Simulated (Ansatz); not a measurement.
Input, command and steps of an Ansatz relaxation.

```yaml
crystal:
  lattice:
    - [3.1200530846, 0.0, 0.0]
    - [-1.5600265423, 2.7020452324, 0.0]
    - [0.0, 0.0, 6.0433261569]
  atoms:
    - { symbol: Ta, position: [0.3333333333, 0.6666666667, 0.0305473923] }
    - { symbol: Ta, position: [0.6666666667, 0.3333333333, 0.5305473923] }
    - { symbol: "N", position: [0.3333333333, 0.6666666667, 0.3544526077] }
    - { symbol: "N", position: [0.6666666667, 0.3333333333, 0.8544526077] }
basis:
  ecutwfc: 420
kpoints:
  mp_grid: { grid: [18, 18, 8] }
hamiltonian:
  xc: pbe
scf:
  occupations: { method: gaussian, width: 0.1 }
output:
  forces: true
  stress: true
  eigenvalues: true
relax:
  adjacent_minimum: "off"
  f_tol: 0.01
  max_steps: 30
  cell: { stress_tol: 0.1, fix: [volume] }
```

```bash
ansatz run input.yaml --threads 1 --pin off --max-ram 2560MiB --backend cpu --events-out ev --progress --plain --runs-dir out
```

The calculation used DFT PBE, scalar-relativistic, plane waves, PAW (Ansatz 0.2.0).

The volume is held at 0.97 times that of the relaxed cell.

Of 5 frames 4 are shown, positions in Å and forces in eV/Å; the SCF threshold varies from step to step. Steps run on the plane waves of an earlier cell, with a Pulay correction in the pressure. The basis is chosen afresh for the last frame, the zero of the energies, and at times for earlier ones too; energy and pressure step there, also at an unchanged geometry.

```xyz
4
Lattice="3.1201 0.0000 0.0000 -1.5600 2.7020 0.0000 0.0000 0.0000 6.0433" Properties=species:S:1:pos:R:3:forces:R:3 pbc="T T T" step=1 free_energy_over_end_meV_per_atom=0.70 pressure_GPa=8.30
Ta    0.0000    1.8014    0.1846    0.0000    0.0000   -0.0455
Ta    1.5600    0.9007    3.2063    0.0000    0.0000   -0.0455
N     0.0000    1.8014    2.1421    0.0000    0.0000    0.0456
N     1.5600    0.9007    5.1637    0.0000    0.0000    0.0456
4
Lattice="3.1093 0.0000 0.0000 -1.5547 2.6927 0.0000 0.0000 0.0000 6.0852" Properties=species:S:1:pos:R:3:forces:R:3 pbc="T T T" step=2 free_energy_over_end_meV_per_atom=0.02 pressure_GPa=7.68
Ta    0.0000    1.7952    0.1895    0.0000    0.0000    0.0248
Ta    1.5547    0.8976    3.2321    0.0000    0.0000    0.0248
N     0.0000    1.7952    2.1533    0.0000    0.0000   -0.0248
N     1.5547    0.8976    5.1959    0.0000    0.0000   -0.0248
4
Lattice="3.1098 0.0000 0.0000 -1.5549 2.6932 0.0000 0.0000 0.0000 6.0832" Properties=species:S:1:pos:R:3:forces:R:3 pbc="T T T" step=3 free_energy_over_end_meV_per_atom=0.02 pressure_GPa=7.71
Ta    0.0000    1.7954    0.1895    0.0000    0.0000    0.0115
Ta    1.5549    0.8977    3.2311    0.0000    0.0000    0.0115
N     0.0000    1.7954    2.1525    0.0000    0.0000   -0.0116
N     1.5549    0.8977    5.1941    0.0000    0.0000   -0.0116
4
Lattice="3.1098 0.0000 0.0000 -1.5549 2.6932 0.0000 0.0000 0.0000 6.0833" Properties=species:S:1:pos:R:3:forces:R:3 pbc="T T T" step=5 free_energy_over_end_meV_per_atom=0.00 pressure_GPa=7.71
Ta    0.0000    1.7954    0.1897    0.0000    0.0000    0.0017
Ta    1.5549    0.8977    3.2314    0.0000    0.0000    0.0017
N     0.0000    1.7954    2.1523    0.0000    0.0000   -0.0017
N     1.5549    0.8977    5.1940    0.0000    0.0000   -0.0017
```

It took 61 s on 1 thread of AMD EPYC 7R43 64-Core Processor (Zen 3), on a shared host, peak memory 0.56 GiB.

Spin–orbit coupling is left out, which can shift energies with elements as heavy as these.